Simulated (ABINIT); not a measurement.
# Cr (Im-3m) in ABINIT: reference runs

Aim: a first look at Cr with PBEsol, on the cell as given and on a disturbed one.

Everything below comes from runs of ABINIT 10.8.3 (patched build). Logs are shortened: lines on timing, memory, paths and dates and some standing lists are left out, and cuts for length are marked. The log counts tension as positive stress, the text compression.

### Step 1. The crystal as given

Symmetry: Im-3m, No. 229, cubic system. Conventional cell: a = 2.969 Å, b = 2.969 Å, c = 2.969 Å, α = 90.00°, β = 90.00°, γ = 90.00°. Cr (site symmetry m-3m) is surrounded by 8 Cr at 2.57 Å.

### Step 2. Single point, PBEsol, collinear spin, ferromagnetic start

Input file run.abi:

```
pp_dirpath "./"
pseudos "Cr.upf"

acell 4.8587547043 4.8587547043 4.8587547043
rprim
    -0.5773502692     0.5773502692     0.5773502692
     0.5773502692    -0.5773502692     0.5773502692
     0.5773502692     0.5773502692    -0.5773502692
ntypat 1
znucl 24
natom 1
typat 1
xcart
     0.0000000000     0.0000000000     0.0000000000 Angstrom

ecut 47.0

kptopt 1
ngkpt 12 12 12
nshiftk 1
shiftk 0.0 0.0 0.0

ixc -116133

nband 12
occopt 3
tsmear 0.00183747

nsppol 2
spinat
     0.0000000000     0.0000000000     3.0000000000

nstep 100
tolvrs 1.0e-10

iomode 3
prtwf 0
prteig 0
prtebands 0
prtden 1
prtvha 1
prtvclmb 1
prtpot 1
```

Potentials or basis: PseudoDojo NC SR PBEsol v0.4.1 standard.

Run with:

```sh
$ abinit run.abi > log 2>&1
```

run.abo:

```text
.Version 10.8.3 of ABINIT
 Symmetries : space group Im -3 m (#229); Bravais cI (body-center cubic)
================================================================================
 Values of the parameters that define the memory need of the present run
     intxc =       0    ionmov =       0      iscf =       7    lmnmax =       6
     lnmax =       6     mgfft =      30  mpssoang =       3    mqgrid =    3001
     natom =       1  nloc_mem =       1    nspden =       2   nspinor =       1
    nsppol =       2      nsym =      48    n1xccc =    2501    ntypat =       1
    occopt =       3   xclevel =       2
       mpw =        1400          nfft =       27000          nkpt =          72
================================================================================
================================================================================

--------------------------------------------------------------------------------
------------- Echo of variables that govern the present computation ------------
--------------------------------------------------------------------------------
 -outvars: echo values of preprocessed input variables --------
            acell      4.8587547043E+00  4.8587547043E+00  4.8587547043E+00 Bohr
              amu      5.19961000E+01
             ecut      4.70000000E+01 Hartree
                       outvar_i_n : Printing only first  50 k-points.
              ixc     -116133
                       outvar_i_n : Printing only first  50 k-points.
         kptrlatt       12    0    0      0   12    0      0    0   12
          kptrlen      5.83050565E+01
            natom           1
            nband          12
            ngfft          30      30      30
             nkpt          72
           nspden           2
           nsppol           2
            nstep         100
             nsym          48
           ntypat           1
                       prtocc : prtvol=0, do not print more k-points.
                       1.000000  1.000000  1.000000  1.000000  1.000000  1.000000
                       1.000000  0.000000  0.000000  0.000000  0.000000  0.000000
                       1.000000  1.000000  1.000000  1.000000  1.000000  1.000000
                       1.000000  0.000000  0.000000  0.000000  0.000000  0.000000
                       1.000000  1.000000  1.000000  1.000000  1.000000  1.000000
                       1.000000  0.000000  0.000000  0.000000  0.000000  0.000000
[... 92 lines left out ...]
                       1.000000  1.000000  1.000000  1.000000  1.000000  1.000000
                       1.000000  0.000000  0.000000  0.000000  0.000000  0.000000
                       prtocc : prtvol=0, do not print more k-points.
           occopt           3
        prtebands           0
           prteig           0
           prtpot           1
         prtvclmb           1
           prtvha           1
            prtwf           0
            rprim     -5.7735026920E-01  5.7735026920E-01  5.7735026920E-01
                       5.7735026920E-01 -5.7735026920E-01  5.7735026920E-01
                       5.7735026920E-01  5.7735026920E-01 -5.7735026920E-01
          spgroup         229
           spinat      0.0000000000E+00  0.0000000000E+00  3.0000000000E+00
           tolvrs      1.00000000E-10
           tsmear      1.83747000E-03 Hartree
            typat      1
                       outvars : Printing only first  50 k-points.
            znucl       24.00000

================================================================================

 chkinp: Checking input parameters for consistency.

================================================================================
== DATASET  1 ==================================================================

--- !DatasetInfo
iteration_state: {dtset: 1, }
dimensions: {natom: 1, nkpt: 72, mband: 12, nsppol: 2, nspinor: 1, nspden: 2, mpw: 1400, }
cutoff_energies: {ecut:  47.0, pawecutdg:  -1.0, }
electrons: {nelect:   1.40000000E+01, charge:   0.00000000E+00, occopt:   3.00000000E+00, tsmear:   1.83747000E-03, }
meta: {optdriver: 0, ionmov: 0, optcell: 0, iscf: 7, paral_kgb: 0, }
...

 Real(R)+Recip(G) space primitive vectors, cartesian coordinates (Bohr,Bohr^-1):
 R(1)= -2.8052033  2.8052033  2.8052033  G(1)=  0.0000000  0.1782402  0.1782402
 R(2)=  2.8052033 -2.8052033  2.8052033  G(2)=  0.1782402  0.0000000  0.1782402
 R(3)=  2.8052033  2.8052033 -2.8052033  G(3)=  0.1782402  0.1782402  0.0000000
 Unit cell volume ucvol=  8.8298440E+01 bohr^3
 Angles (23,13,12)=  1.09471221E+02  1.09471221E+02  1.09471221E+02 degrees

 getcut: wavevector=  0.0000  0.0000  0.0000  ngfft=  30  30  30
         ecut(hartree)=     47.000   => boxcut(ratio)=   2.00070

--- Pseudopotential description ------------------------------------------------
- pspini: atom type   1  psp file is ./Cr.upf
12 -116133 2 -1 1638                          pspcod,pspxc,lmax,lloc,mmax
     nproj     2     2     2

   2.41540608E+02                                ecore*ucvol(ha*bohr**3)
--------------------------------------------------------------------------------

================================================================================

--- !BeginCycle
iteration_state: {dtset: 1, }
solver: {iscf: 7, nstep: 100, nline: 4, wfoptalg: 0, }
tolerances: {tolvrs: 1.00E-10, }
...

     iter   Etot(hartree)      deltaE(h)  residm     vres2   difmagsph maxmagsph
 ETOT  1  -88.720371685943    -8.872E+01 3.065E-01 8.727E+02 8.933E-01 8.933E-01
 ETOT  2  -88.649105298686     7.127E-02 4.159E-02 1.515E+03 9.249E-04 8.924E-01
 ETOT  3  -88.890576214823    -2.415E-01 6.523E-03 1.338E+01 5.264E-01 3.660E-01
 ETOT  4  -88.893958843034    -3.383E-03 5.769E-04 6.588E-01 1.997E-01 1.663E-01
 ETOT  5  -88.894495670242    -5.368E-04 3.818E-04 1.291E-01 1.164E-01 4.992E-02
 ETOT  6  -88.894557610150    -6.194E-05 2.721E-04 3.224E-02 4.469E-02 5.231E-03
 ETOT  7  -88.894562901663    -5.292E-06 4.183E-04 6.494E-04 3.363E-03 1.869E-03
 ETOT  8  -88.894563066169    -1.645E-07 3.537E-04 3.372E-05 2.060E-03 1.916E-04
 ETOT  9  -88.894563071984    -5.815E-09 5.524E-04 1.232E-07 1.588E-04 3.273E-05
 ETOT 10  -88.894563072025    -4.093E-11 3.833E-04 4.127E-09 3.616E-05 3.422E-06
 ETOT 11  -88.894563072026    -7.816E-13 5.428E-04 2.648E-11 4.488E-06 1.066E-06

 At SCF step   11       vres2   =  2.65E-11 < tolvrs=  1.00E-10 =>converged.

 Cartesian components of stress tensor (hartree/bohr^3)
  sigma(1 1)=  1.09944801E-03  sigma(3 2)=  0.00000000E+00
  sigma(2 2)=  1.09944801E-03  sigma(3 1)=  0.00000000E+00
  sigma(3 3)=  1.09944801E-03  sigma(2 1)=  0.00000000E+00

--- !ResultsGS
iteration_state: {dtset: 1, }
comment   : Summary of ground state results
lattice_vectors:
- [ -2.8052033,   2.8052033,   2.8052033, ]
- [  2.8052033,  -2.8052033,   2.8052033, ]
- [  2.8052033,   2.8052033,  -2.8052033, ]
lattice_lengths: [   4.85875,    4.85875,    4.85875, ]
lattice_angles: [109.471, 109.471, 109.471, ] # degrees, (23, 13, 12)
lattice_volume:   8.8298440E+01
convergence: {deltae: -7.816E-13, res2:  2.648E-11, residm:  5.428E-04, diffor: null, }
etotal    :  -8.88945631E+01
entropy   :   0.00000000E+00
fermie    :   4.21766300E-01
cartesian_stress_tensor: # hartree/bohr^3
- [  1.09944801E-03,   0.00000000E+00,   0.00000000E+00, ]
- [  0.00000000E+00,   1.09944801E-03,   0.00000000E+00, ]
- [  0.00000000E+00,   0.00000000E+00,   1.09944801E-03, ]
pressure_GPa:  -3.2347E+01
xred      :
- [  0.0000E+00,   0.0000E+00,   0.0000E+00, Cr]
cartesian_forces: # hartree/bohr
- [ -0.00000000E+00,  -0.00000000E+00,  -0.00000000E+00, ]
force_length_stats: {min:   0.00000000E+00, max:   0.00000000E+00, mean:   0.00000000E+00, }
...

 Integrated electronic and magnetization densities in atomic spheres:
 ------------------------------------------------------------------------------------------------------------
 Radius=ratsph(iatom), smearing ratsm=  0.0000. Diff(up-dn)=approximate z local magnetic moment.
    Atom    Radius    up_density   dn_density  Total(up+dn)  Diff(up-dn)
    1 Cr   2.00000     5.864670     5.864671     11.729341    -0.000001
 ------------------------------------------------------------------------------------------------------------
  Sum:                 5.864670     5.864671     11.729341    -0.000001
 Total magnetization (from the atomic spheres):               -0.000001
 Total magnetization (exact up - dn):                         -0.000001

================================================================================

 ----iterations are completed or convergence reached----

 Mean square residual over all n,k,spin=   46.848E-08; max=  54.282E-05
 reduced coordinates (array xred) for    1 atoms
       0.000000000000      0.000000000000      0.000000000000
 rms dE/dt=  0.0000E+00; max dE/dt=  0.0000E+00; dE/dt below (all hartree)
    1       0.000000000000      0.000000000000      0.000000000000

 cartesian coordinates (angstrom) at end:
    1      0.00000000000000     0.00000000000000     0.00000000000000

 cartesian forces (hartree/bohr) at end:
    1     -0.00000000000000    -0.00000000000000    -0.00000000000000
 frms,max,avg= 0.0000000E+00 0.0000000E+00   0.000E+00  0.000E+00  0.000E+00 h/b

 cartesian forces (eV/Angstrom) at end:
    1     -0.00000000000000    -0.00000000000000    -0.00000000000000
 frms,max,avg= 0.0000000E+00 0.0000000E+00   0.000E+00  0.000E+00  0.000E+00 e/A
 length scales=  4.858754704300  4.858754704300  4.858754704300 bohr
              =  2.571142261139  2.571142261139  2.571142261139 angstroms
 Fermi (or HOMO) energy (hartree) =   0.42177   Average Vxc (hartree)=  -0.48986
 Magnetization (Bohr magneton)=  9.11211229E-07
 Total spin up =  6.99999954E+00   Total spin down =  7.00000046E+00
 Eigenvalues (hartree) for nkpt=  72  k points, SPIN UP:
 kpt#   1, nband= 12, wtk=  0.00058, kpt=  0.0000  0.0000  0.0000 (reduced coord)
  -2.21051   -1.14723   -1.14723   -1.14723    0.14808    0.39623    0.39623    0.39623
   0.45956    0.45956    1.20655    1.20655
      occupation numbers for kpt#   1
   1.00000    1.00000    1.00000    1.00000    1.00000    1.00000    1.00000    1.00000
   0.00000    0.00000    0.00000    0.00000
 prteigrs : prtvol=0 or 1, do not print more k-points.

 Eigenvalues (hartree) for nkpt=  72  k points, SPIN DOWN:
 kpt#   1, nband= 12, wtk=  0.00058, kpt=  0.0000  0.0000  0.0000 (reduced coord)
  -2.21051   -1.14723   -1.14723   -1.14723    0.14808    0.39623    0.39623    0.39623
   0.45956    0.45956    1.20655    1.20655
      occupation numbers for kpt#   1
   1.00000    1.00000    1.00000    1.00000    1.00000    1.00000    1.00000    1.00000
   0.00000    0.00000    0.00000    0.00000
 prteigrs : prtvol=0 or 1, do not print more k-points.

--- !EnergyTerms
iteration_state     : {dtset: 1, }
comment             : Components of total free energy in Hartree
kinetic             :  3.81573411745363E+01
hartree             :  1.90380232833211E+01
xc                  : -1.29964091981820E+01
Ewald energy        : -6.35684539175657E+01
psp_core            :  2.73550255069490E+00
local_psp           : -6.58496163183521E+01
non_local_psp       : -6.41070793419769E+00
internal            : -8.88943203597451E+01
'-kT*entropy'       : -2.42712280988393E-04
total_energy        : -8.88945630720261E+01
total_energy_eV     : -2.41894429092062E+03
band_energy         : -9.29895575854576E+00
...

 Cartesian components of stress tensor (hartree/bohr^3)
  sigma(1 1)=  1.09944801E-03  sigma(3 2)=  0.00000000E+00
  sigma(2 2)=  1.09944801E-03  sigma(3 1)=  0.00000000E+00
  sigma(3 3)=  1.09944801E-03  sigma(2 1)=  0.00000000E+00

-Cartesian components of stress tensor (GPa)         [Pressure= -3.2347E+01 GPa]
- sigma(1 1)=  3.23468773E+01  sigma(3 2)=  0.00000000E+00
- sigma(2 2)=  3.23468773E+01  sigma(3 1)=  0.00000000E+00
- sigma(3 3)=  3.23468773E+01  sigma(2 1)=  0.00000000E+00

== END DATASET(S) ==============================================================
================================================================================

 -outvars: echo values of variables after computation  --------
            acell      4.8587547043E+00  4.8587547043E+00  4.8587547043E+00 Bohr
           etotal     -8.8894563072E+01
            fcart     -0.0000000000E+00 -0.0000000000E+00 -0.0000000000E+00
            rprim     -5.7735026920E-01  5.7735026920E-01  5.7735026920E-01
                       5.7735026920E-01 -5.7735026920E-01  5.7735026920E-01
                       5.7735026920E-01  5.7735026920E-01 -5.7735026920E-01
           strten      1.0994480110E-03  1.0994480110E-03  1.0994480110E-03
                       0.0000000000E+00  0.0000000000E+00  0.0000000000E+00
 Calculation completed.
```

It took 62 s on 1 thread of Arm Neoverse V1, shared host; peak memory 0.1 GiB.

What came out:

```yaml
Free_energy: -2418.9443 eV
Pressure: -32.3 GPa
Band_gap_on_the_k_mesh: none (metal or under the smearing width)
Net_moment: 0.00 μB per cell
Valence_electrons_inside_the_program's_atomic_spheres: Cr 11.73 (radii [1.0584] Å)
```

Caveat: the starting moments collapsed, and a magnetic state may lie lower; a pressure of tens of GPa on the cell as given is suspect, and the run, the potentials or the cell itself is likely at fault.

### Step 3. Single point, PBEsol, collinear spin, ferromagnetic start (cell strained at random at fixed volume)

Input file run.abi:

```
# Pseudopotentials
pp_dirpath "./"
pseudos "Cr.upf"

# Structure
acell 3*1.0
rprim
    -2.7979738535     2.7829354130     2.6886116233
     2.9273199376    -2.8278258571     2.8628462617
     2.7720827159     2.8019347195    -2.7335001776
ntypat 1
znucl 24
natom 1
typat 1
xcart
    -0.0514308647    -0.0175004899     0.0355174334 Angstrom
chkprim 0
chksymtnons 0
tolsym 1.0e-6

# Plane-wave basis
ecut 47.0

# k points
kptopt 1
ngkpt 12 12 12
nshiftk 1
shiftk 0.0 0.0 0.0

# Exchange and correlation
ixc -116133

# Bands and occupations
nband 12
occopt 3
tsmear 0.00183747

# Spin
nsppol 2
spinat
     0.0000000000     0.0000000000     3.0000000000

# SCF cycle
nstep 100
tolvrs 1.0e-10

# Output
iomode 3
prtwf 0
prtden 0
prteig 0
prtebands 0
enunit 2
```

Potentials or basis: PseudoDojo NC SR PBEsol v0.4.1 standard.

Run with:

```sh
$ mpirun --bind-to none -np 4 abinit run.abi > log 2>&1
```

Run time: 3.1 min. Hardware: 4 MPI ranks of Arm Neoverse V2, shared host; peak memory 0.72 GiB.

It converged, with:

| Quantity | Value |
| --- | --- |
| Free energy | -2418.9354 eV |
| Pressure | -32.1 GPa |
| Band gap on the k mesh | none (metal or under the smearing width) |
| Net moment | 0.00 μB per cell |
| Valence electrons inside the program's atomic spheres | Cr 11.74 (radii [1.0584] Å) |

Stress tensor (GPa, compression positive):
```
-35.94   0.25  -2.61
  0.25 -30.80   0.77
 -2.61   0.77 -29.48
```

Levels at points of the mesh, in eV from the Fermi level:
Spin up:
```csv
k point,band 3,band 4,band 5,band 6,band 7,band 8,band 9,band 10,band 11,band 12
"(0.00, 0.00, 0.00)",-42.70,-42.67,-7.46,-0.95,-0.78,-0.43,0.95,1.12,20.64,21.36
"(0.50, 0.00, 0.00)",-42.94,-42.71,-3.87,-2.15,1.08,1.09,1.30,2.56,8.86,15.56
"(0.00, 0.50, 0.00)",-42.87,-42.68,-3.90,-2.08,0.40,1.07,1.44,2.37,8.07,16.61
"(0.50, 0.50, 0.00)",-42.89,-42.70,-3.87,-1.96,0.66,0.94,1.29,2.45,8.38,16.35
"(0.00, 0.00, 0.50)",-42.92,-42.70,-3.87,-1.94,0.81,0.91,1.24,2.51,8.54,16.01
"(0.50, 0.00, 0.50)",-42.95,-42.74,-3.86,-1.92,0.83,1.16,1.18,2.63,8.96,15.82
"(0.00, 0.50, 0.50)",-42.91,-42.70,-3.88,-2.19,0.81,1.16,1.40,2.46,8.55,15.95
"(0.50, 0.50, 0.50)",-43.15,-43.10,-3.67,-3.60,1.93,2.20,2.38,8.96,9.63,9.88
```
Spin down:
| k point | band 5 | band 6 | band 7 | band 8 | band 9 | band 10 |
| --- | --- | --- | --- | --- | --- | --- |
| (0.00, 0.00, 0.00) | -7.46 | -0.95 | -0.78 | -0.43 | 0.95 | 1.12 |
| (0.50, 0.00, 0.00) | -3.87 | -2.15 | 1.08 | 1.09 | 1.30 | 2.56 |
| (0.00, 0.50, 0.00) | -3.90 | -2.08 | 0.40 | 1.07 | 1.44 | 2.37 |
| (0.50, 0.50, 0.00) | -3.87 | -1.96 | 0.66 | 0.94 | 1.29 | 2.45 |
| (0.00, 0.00, 0.50) | -3.87 | -1.94 | 0.81 | 0.91 | 1.24 | 2.51 |
| (0.50, 0.00, 0.50) | -3.86 | -1.92 | 0.83 | 1.16 | 1.18 | 2.63 |
| (0.00, 0.50, 0.50) | -3.88 | -2.19 | 0.81 | 1.16 | 1.40 | 2.46 |
| (0.50, 0.50, 0.50) | -3.67 | -3.60 | 1.93 | 2.20 | 2.38 | 8.96 |

Caveat: the cell as given lies far from equilibrium; the starting moments collapsed, and a magnetic state may lie lower.
